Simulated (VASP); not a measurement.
## MoSe2: optical spectrum with PBE

MoSe2:

```
Mo Se
1.0
     3.27866    0.00000    0.00000
    -1.63933    2.83941    0.00000
     0.00000    0.00000   12.72501
Mo Se
2 4
Direct
  0.33333 0.66667 0.25000
  0.66667 0.33333 0.75000
  0.33333 0.66667 0.61833
  0.66667 0.33333 0.11833
  0.33333 0.66667 0.88167
  0.66667 0.33333 0.38167
```

| Item | Value |
| --- | --- |
| Program | VASP 6.6.1 |
| Task | optical spectrum |
| Functional | PBE |
| Potentials or basis | VASP PAW PBE potentials, release 64 (Mo_sv, Se) |
| Cutoff | 520 eV |
| k mesh | 9 × 9 × 2 |
| Occupations | gaussian, width 0.03 eV |
| Spin | no spin polarisation |
| Further INCAR settings | ALGO = Normal; EDIFF = 1e-06; NBANDS = 50 |

```
Pressure               : 4.0 GPa
Band gap on the k mesh : 0.84 eV, indirect (least direct gap 1.46 eV)
```

Levels at points of the mesh, in eV from the valence-band top:
```tsv
k point	band 22	band 23	band 24	band 25	band 26	band 27	band 28	band 29	band 30	band 31
(0.00, 0.00, 0.00)	-1.48	-1.48	-1.19	-0.67	0.00	2.46	2.46	2.54	2.54	2.60
(0.00, 0.00, 0.50)	-1.51	-1.51	-1.51	-0.16	-0.16	2.47	2.47	2.47	2.47	2.75
```

Dielectric function (mean over the directions given):
```csv
energy (eV),real part,imaginary part
0.28,16.12,0.05
0.73,16.99,0.15
1.19,19.42,0.47
1.75,23.45,5.33
2.20,23.37,12.98
2.76,17.58,19.24
3.22,4.43,14.62
3.77,9.37,22.12
4.23,4.13,15.74
4.78,0.23,15.42
5.24,-8.29,11.94
5.79,-6.59,7.95
6.25,-2.58,6.27
6.80,-1.78,4.94
7.26,-1.87,3.79
7.81,-1.20,3.80
8.27,-0.13,4.81
8.82,0.88,7.92
9.28,0.31,4.30
9.83,-1.35,4.62
10.29,-1.62,4.43
10.84,-2.16,4.69
11.30,-3.17,3.99
11.85,-2.20,2.80
12.31,-1.98,2.33
12.86,-2.26,1.86
13.32,-1.58,1.73
13.87,-1.56,2.20
14.33,-2.39,1.79
14.88,-1.71,1.66
15.34,-1.63,1.14
15.89,-1.53,0.73
16.35,-1.30,0.62
16.90,-1.23,0.42
17.36,-1.00,0.31
17.91,-0.84,0.20
18.37,-0.66,0.11
18.92,-0.47,0.08
19.38,-0.41,0.07
19.93,-0.26,0.02
```

Run time: 23 s on 4 MPI ranks on Intel(R) Xeon(R) Platinum 8559C (Emerald Rapids), with other jobs on the host, peak memory 0.41 GiB a rank.

Caveat: spectra need much finer meshes, so this one isn't converged; independent-particle spectra lack excitons; an odd mesh through Γ misses points on the zone boundary, where band edges often lie; this functional lacks dispersion, which binds the layers, so the pressure and a relaxed spacing across them are unreliable. PBE gaps usually lie below the measured ones, often by a third to a half.
